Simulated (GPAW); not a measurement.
# MnO2 (P-3m1) in GPAW: dielectric tensor with PBEsol

Aim: the dielectric tensor of MnO2 with PBEsol.

Everything below comes from runs of GPAW 26.7.0. Logs are shortened: lines on timing, memory, paths and dates and some standing lists are left out, and cuts for length are marked. The log counts tension as positive stress, the text compression.

## 1. Starting point

Symmetry: P-3m1, No. 164, trigonal system. Conventional cell: a = 2.857 Å, b = 2.857 Å, c = 4.601 Å, α = 90.00°, β = 90.00°, γ = 120.00°. Mn (site symmetry -3m) has 6 O at 1.90 Å as nearest neighbours. Around O (site symmetry 3m) lie 3 Mn at 1.90 Å.

Measurements of this composition are mostly on another form, of space group No. 136.

## 2. Dielectric tensor, PBEsol, collinear spin, ferromagnetic start

run.py

```python
import numpy as np
from ase import Atoms
from ase.dft.bandgap import bandgap
from ase.io import write
from gpaw import GPAW, PW, setup_paths
from gpaw.response.df import DielectricFunction

setup_paths.insert(0, '.')

atoms = Atoms(['Mn', 'O', 'O'],
              cell=[[2.8565781804, 0.0, 0.0],
                    [-1.4282890902, 2.4738692722, 0.0],
                    [0.0, 0.0, 4.6013740589]],
              scaled_positions=[[0.0, 0.0, 0.5],
                                [0.3333333333, 0.6666666667, 0.70629257],
                                [0.6666666667, 0.3333333333, 0.29370743]],
              pbc=True)
atoms.set_initial_magnetic_moments([5.0, 0.0, 0.0])

calc = GPAW(mode=PW(600),
            xc='PBEsol',
            kpts={'size': (9, 9, 5), 'gamma': True},
            occupations={'name': 'fermi-dirac', 'width': 0.001},
            nbands=26,
            convergence={'density': 0.0001},
            maxiter=150,
            txt='gpaw.txt')
atoms.calc = calc
energy = atoms.get_potential_energy()
calc.write('gs.gpw')
write('result.traj', atoms)
print(f'Energy: {energy:.6f} eV')
print('Moments:', calc.get_magnetic_moments().round(3))
print('Fermi level:', round(calc.get_fermi_level(), 4), 'eV')
print(f'Gap: {bandgap(calc)[0]:.4f} eV, direct: {bandgap(calc, direct=True)[0]:.4f} eV')

for size in [(12, 12, 7), (17, 17, 9)]:
    name = 'x'.join(str(n) for n in size)
    dense = calc.fixed_density(kpts={'size': size, 'gamma': True},
                               nbands=50, convergence={'bands': 44, 'eigenstates': 1e-7},
                               update_fermi_level=True, txt=f'dense-{name}.txt')
    dense.write(f'{name}.gpw', mode='all')
    df = DielectricFunction(f'{name}.gpw', frequencies=np.array([0.0]), hilbert=False, eta=0.001,
                            ecut=80, nbands=44, intraband=False, txt=f'df-{name}.txt')
    for xc in ['RPA']:
        for direction in ['x', 'y', 'z', [0, 1, 1], [1, 0, 1], [1, 1, 0]]:
            e0, e = df.get_macroscopic_dielectric_constant(xc=xc, direction=direction)
            print(f'{name} {xc} {direction}: {e0:.4f} without, {e:.4f} with local fields')
```

Potentials or basis: PAW data sets generated in the run's folder for this functional, pw.

Started as:

```bash
> gpaw-setup -f PBEsol Mn O
> OMP_NUM_THREADS=1 python run.py
```

gpaw.txt:

```text
__  _  _
 | _ |_)|_||  |
 |__||  | ||/\| - 26.7.0

Input parameters:
  mode=PW(ecut=600.0),
  convergence={'density': 0.0001},
  kpts=MonkhorstPack(size=(9, 9, 5), gamma=True),
  maxiter=150,
  nbands=26,
  occupations=Occupations(name='fermi-dirac', width=0.001),
  xc=XC(name='PBEsol')

Diagonalizing LCAO Hamiltonian
Converting LCAO to pw mode

        O

       Mn
           O

Atoms  # Å, Bohr magnetons
|   | symbol |         x |        y |        z |    initial magnetic moments |
|---|--------|-----------|----------|----------|-----------------------------|
| 0 |     Mn |  0.000000 | 0.000000 | 2.300687 | ( 0.0000,  0.0000,  5.0000) |
| 1 |      O | -0.000000 | 1.649246 | 3.249916 | ( 0.0000,  0.0000,  0.0000) |
| 2 |      O |  1.428289 | 0.824623 | 1.351458 | ( 0.0000,  0.0000,  0.0000) |

Unit cell  # Å
| periodic |         x |        y |        z |  lengths |     angles |
|----------|-----------|----------|----------|----------|------------|
|      yes |  2.856578 | 0.000000 | 0.000000 | 2.856578 |  90.000000 |
|      yes | -1.428289 | 2.473869 | 0.000000 | 2.856578 |  90.000000 |
|      yes |  0.000000 | 0.000000 | 4.601374 | 4.601374 | 120.000000 |

Number of symmetries: 12
Symmetry operations  # r_c * U_cc + t_c -> r_c
|    | kind |            matrix            |
|----|------|------------------------------|
|  0 |  σ   |  1, 1, 0,  0,-1, 0,  0, 0, 1 |
|  1 |  S6  |  1, 1, 0, -1, 0, 0,  0, 0,-1 |
|  2 |  E   |  1, 0, 0,  0, 1, 0,  0, 0, 1 |
|  3 |  C2  |  1, 0, 0, -1,-1, 0,  0, 0,-1 |
|  4 |  C2  |  0, 1, 0,  1, 0, 0,  0, 0,-1 |
|  5 |  C3  |  0, 1, 0, -1,-1, 0,  0, 0, 1 |
|  6 |  S6  |  0,-1, 0,  1, 1, 0,  0, 0,-1 |
|  7 |  σ   |  0,-1, 0, -1, 0, 0,  0, 0, 1 |
|  8 |  σ   | -1, 0, 0,  1, 1, 0,  0, 0, 1 |
|  9 |  i   | -1, 0, 0,  0,-1, 0,  0, 0,-1 |
| 10 |  C3  | -1,-1, 0,  1, 0, 0,  0, 0, 1 |
| 11 |  C2  | -1,-1, 0,  0, 1, 0,  0, 0,-1 |

BZ-sampling:
  Number of BZ points: 405
  Number of IBZ points: 50

  Monkhorst-Pack size: [9, 9, 5]
  Monkhorst-Pack shift: [0, 0, 0]

K-points  # in reciprocal-cell coordinates
|     |                                coordinates |     weight |
|-----|--------------------------------------------|------------|
|   0 | (  0.00000000,   0.00000000,   0.00000000) | 0.00246914 |
|   1 | (  0.00000000,   0.00000000,   0.20000000) | 0.00493827 |
|   2 | (  0.00000000,   0.00000000,   0.40000000) | 0.00493827 |
|   3 | (  0.11111111,   0.00000000,  -0.40000000) | 0.01481481 |
|   4 | (  0.11111111,   0.00000000,  -0.20000000) | 0.01481481 |
|   5 | (  0.11111111,   0.00000000,   0.00000000) | 0.01481481 |
|   6 | (  0.11111111,   0.00000000,   0.20000000) | 0.01481481 |
|   7 | (  0.11111111,   0.00000000,   0.40000000) | 0.01481481 |
|   8 | (  0.22222222,  -0.11111111,   0.00000000) | 0.01481481 |
|   9 | (  0.22222222,  -0.11111111,   0.20000000) | 0.02962963 |
| ... |                                            |            |
|  49 | (  0.44444444,   0.44444444,   0.40000000) | 0.02962963 |

Plane wave coefficients: 1098
Cutoff: 600.0 eV

Spin-components: 2 (collinear spins)
Bands:           26
Projectors:      16
Spin-degeneracy: 1
Datatype:        complex128

Parallelization:
  kpt:    1
  domain: 1
  band:   1

Density:
  Valence electrons: 27.0
  Components: 2
  Grid points: [18 18 27]
  Charge: 0.0  # |e|

Potential:
  Grid points: [18 18 27]

species:
  Mn:
    name:    Manganese
    Z:       25.0
    valence: 15
    core:    10
    charge:  0.0  # [|e|]
    compensation charges:
      type: gauss
      rc: 0.38  # [Å]
      lmax: 2
    cutoffs:
      filter: 2.14  # [Å]
      core: 0.86  # [Å]
    projectors
    | kind |    occ | energy [eV] | rcut [Å] |
    |------|--------|-------------|----------|
    |   3s |  2.000 |     -85.624 |    1.275 |
    |   4s |  2.000 |      -5.124 |    1.275 |
    |   3p |  6.000 |     -54.486 |    1.281 |
    |   4p |  0.000 |      -1.348 |    1.281 |
    |   3d |  5.000 |      -6.794 |    1.138 |
    |    d |        |      20.417 |    1.138 |

    Using partial waves for Mn as LCAO basis

  O:
    name:    Oxygen
    Z:       8.0
    valence: 6
    core:    2
    charge:  0.0  # [|e|]
    compensation charges:
      type: gauss
      rc: 0.21  # [Å]
      lmax: 2
    cutoffs:
      filter: 1.17  # [Å]
      core: 0.83  # [Å]
    projectors
    | kind |    occ | energy [eV] | rcut [Å] |
    |------|--------|-------------|----------|
    |   2s |  2.000 |     -23.808 |    0.688 |
    |   2p |  4.000 |      -8.972 |    0.598 |
    |    s |        |       3.404 |    0.688 |
    |    p |        |      18.239 |    0.598 |
    |    d |        |       0.000 |    0.619 |

    Using partial waves for O as LCAO basis

Reference energy: -35551.246552  # eV

eigensolver:
  PPCG
  Converge bands: occupied
  niter=2

density mixing:
  MSR1-Mixer
  Pratt-step length: 0.05
  Maximum mixing coefficient: 0.75
  Old densities: 10
  SVD Regularization: 0.005
  Good broyden scale: 1.0
  Trust region scale: 1.0
  Backstep threshold: 4.0
  History deletion threshold: 6.0
  Fourier metric: weight=20.0, sigma=0.015

occupation numbers:
  Fermi-Dirac:
    width: 0.0010  # eV

poisson solver:
  ecut: 4800.0  # eV

xc functional:
  name: PBEsol with 2 nearest neighbor stencil

convergence criteria:
- Maximum integral of absolute [dens]ity change: 0.0001 electrons / valence electron
- Maximum [total energy] change in last 3 cyles: 0.0005 eV / valence electron
- Maximum integral of absolute [eigenst]ate change: 4e-08 eV^2 / valence electron
maximum number of iterations: 150

SCF iterations
|iter     | |      energy | eigst |  dens |  magmom |
|---------|-|-------------|-------|-------|---------|
|iter:   1| |  -27.577965 | +0.12 |       |  +5.0024|
|iter:   2| |  -26.553045 | -2.10 | -0.72 |  +4.9023|
|iter:   3| |  -25.604094 | -1.74 | -0.78 |  +4.1562|
|iter:   4| |  -25.783316 | -2.80 | -1.16 |  +3.7136|
|iter:   5| |  -25.888148 | -2.84 | -1.30 |  +3.1266|
|iter:   6| |  -25.905224 | -3.58 | -1.73 |  +2.9338|
|iter:   7| |  -25.908596 | -4.68 | -2.19 |  +2.9927|
|iter:   8| |  -25.908774c| -5.27 | -2.64 |  +3.0001|
|iter:   9| |  -25.908779c| -6.61 | -3.35 |  +3.0009|
|iter:  10| |  -25.908780c| -7.56c| -3.99 |  +3.0003|
|iter:  11| |  -25.908780c| -7.73c| -4.58c|  +3.0000|

Converged in 11 steps
Energy contributions relative to reference atoms: (reference = -35551.246552)

Energy contributions:
  Kinetic:          18.414319
  Coulomb:         -20.723845
  Zero:              0.391798
  External:          0.000000
  Xc:              -23.991052
  Entropy:          -0.000000
  Spinorbit:         0.000000
  ----------------------------
  Free energy:     -25.908780
  Extrapolated:    -25.908780

dipole moment: (-3.321779, -5.753490, 0.000001)  # |e|*Ang

Total magnetic moment: (0.000000, 0.000000, 3.000035)

Local magnetic moments
|        x |        y |        z |
|----------|----------|----------|
| 0.000000 | 0.000000 | 2.811353 |  # Mn   0
| 0.000000 | 0.000000 | 0.036332 |  # O    1
| 0.000000 | 0.000000 | 0.036332 |  # O    2

Fermi level: 4.614
Eigenvalues  # (at kpt = [0.000, 0.000, 0.000])
| band index |      eig [eV] | occ [0-1] |      eig [eV] | occ [0-1] |
|------------|---------------|-----------|---------------|-----------|
|          0 |       -77.289 |     1.000 |       -74.121 |     1.000 |
|        ... |               |           |               |           |
|          6 |        -2.427 |     1.000 |        -1.584 |     1.000 |
|          7 |        -2.033 |     1.000 |        -1.110 |     1.000 |
|          8 |        -2.033 |     1.000 |        -1.109 |     1.000 |
|          9 |         1.626 |     1.000 |         2.576 |     1.000 |
|         10 |         1.627 |     1.000 |         2.576 |     1.000 |
|         11 |         2.492 |     1.000 |         2.917 |     1.000 |
|         12 |         2.492 |     1.000 |         4.758 |     0.000 |
|         13 |         2.740 |     1.000 |         4.762 |     0.000 |
|         14 |         3.681 |     1.000 |         6.417 |     0.000 |
|         15 |         6.912 |     0.000 |         8.300 |     0.000 |
|         16 |         6.913 |     0.000 |         8.300 |     0.000 |
|         17 |        10.914 |     0.000 |        11.300 |     0.000 |
|         18 |        14.093 |     0.000 |        14.633 |     0.000 |
|         19 |        18.639 |     0.000 |        19.052 |     0.000 |
|         20 |        23.312 |     0.000 |        24.059 |     0.000 |
|        ... |               |           |               |           |
|         25 |        27.419 |     0.000 |        28.340 |     0.000 |

Gap: 0.712 eV
Transition (v -> c):
  (s=0, k=3, n=14, [0.11, 0.00, -0.40]) -> (s=1, k=2, n=12, [0.00, 0.00, 0.40])
Direct/indirect transitions are different
Direct gap: 0.777 eV
Transition at: (s=0->1, k=2, n=14, [0.00, 0.00, 0.40])
# Writing to gs.gpw (mode='')
```

It took 9.8 min on 1 thread of Intel Xeon 6975P-C (Granite Rapids), shared host; peak memory 1.1 GiB.

What came out:

```
Free energy                             : -25.9088 eV
Band gap on the k mesh                  : 0.71 eV, indirect (least direct gap 0.78 eV)
Net moment                              : 3.00 μB per cell
Site moments                            : Mn +2.81; O +0.04 μB
Electronic dielectric tensor (diagonal) : 8.08, 8.08, 2.85
```

Electronic dielectric tensor:
```
8.08 0.00 0.00
0.00 8.08 0.00
0.00 0.00 2.85
```

Caveat: the long-wavelength limit can be off by several per cent where d states take part; an odd mesh through Γ misses points on the zone boundary, where band edges often lie; a cell with one magnetic atom can't hold antiferromagnetic order, which such compounds often take.
